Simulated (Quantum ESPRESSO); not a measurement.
The system is Rh.

```
Rh
1.0
     0.00000    1.89785    1.89785
     1.89785    0.00000    1.89785
     1.89785    1.89785    0.00000
Rh
1
Direct
  0.00000 0.00000 0.00000
```

| Item | Value |
| --- | --- |
| Program | Quantum ESPRESSO 7.5 |
| Task | phonons and electron-phonon coupling |
| Functional | PBEsol |
| Potentials or basis | GBRV 1.5 PBEsol |
| Cutoff | 612 eV |
| Density cutoff | 4898 eV |
| k mesh | 12 × 12 × 12 |
| Occupations | methfessel-paxton, width 0.272 eV |
| Spin | no spin polarisation |
| Mixing beta | 0.5 |
| Most SCF iterations | 120 |
| SCF threshold | 2e-10 Ry |
| q mesh | 4 × 4 × 4 |

The cell and the atoms were relaxed first, to 13.52 Å³/atom (a = 2.674 Å, b = 2.674 Å, c = 2.674 Å, α = 60.00°, β = 60.00°, γ = 60.00°), and the response was taken there.

Levels for the coupling come from a 36 × 36 × 36 mesh; ten broadenings of the double delta from 0.07 to 0.68 eV; Tc from the McMillan formula in the Allen-Dynes form.

Q: How strong is the electron-phonon coupling, and what superconducting temperature follows?

A: Over broadenings from 0.27 to 0.54 eV, λ lies between 0.38 and 0.40 and ω_log near 249 K, which gives Tc from 0.8 to 1.1 K at μ* = 0.10 and from 0.3 to 0.5 K at μ* = 0.13.

Electron-phonon coupling by broadening of the double delta (levels on a 36 × 36 × 36 mesh):
```
broadening (eV)     λ  N(E_F) (states/eV a spin and cell)  ω_log (K)  Tc, μ* 0.10 (K)  Tc, μ* 0.13 (K)
           0.07  0.48                               0.558        251              2.5              1.4
           0.14  0.41                               0.614        248              1.2              0.6
           0.20  0.41                               0.631        248              1.1              0.5
           0.27  0.40                               0.645        248              1.1              0.5
           0.34  0.40                               0.658        248              1.0              0.4
           0.41  0.39                               0.668        249              0.9              0.4
           0.48  0.39                               0.674        249              0.9              0.4
           0.54  0.38                               0.676        250              0.8              0.3
           0.61  0.38                               0.676        250              0.8              0.3
           0.68  0.38                               0.674        251              0.7              0.3
```

Phonon frequencies at the corners of the path (cm⁻¹, interpolated; i marks imaginary ones):
```
point  frequencies
    Γ        0 0 0
    X  193 193 248
    W  194 214 214
    K  181 211 226
    L  147 147 254
    U  181 211 226
```

Eliashberg function at a broadening of 0.27 eV:
| cm⁻¹ | α²F |
| --- | --- |
| 6 | 0.000 |
| 19 | 0.000 |
| 32 | 0.000 |
| 45 | 0.002 |
| 58 | 0.004 |
| 71 | 0.009 |
| 84 | 0.015 |
| 97 | 0.027 |
| 110 | 0.043 |
| 123 | 0.072 |
| 136 | 0.122 |
| 149 | 0.248 |
| 162 | 0.312 |
| 175 | 0.373 |
| 187 | 0.459 |
| 200 | 0.268 |
| 213 | 0.034 |
| 226 | 0.308 |
| 239 | 0.593 |
| 252 | 0.018 |

The smallest broadenings aren't converged on these meshes, and μ* is assumed, not computed; spin fluctuations are left out.

Caveat: λ from interpolated matrix elements is rough: modes that symmetry makes equal can differ by tens of percent.
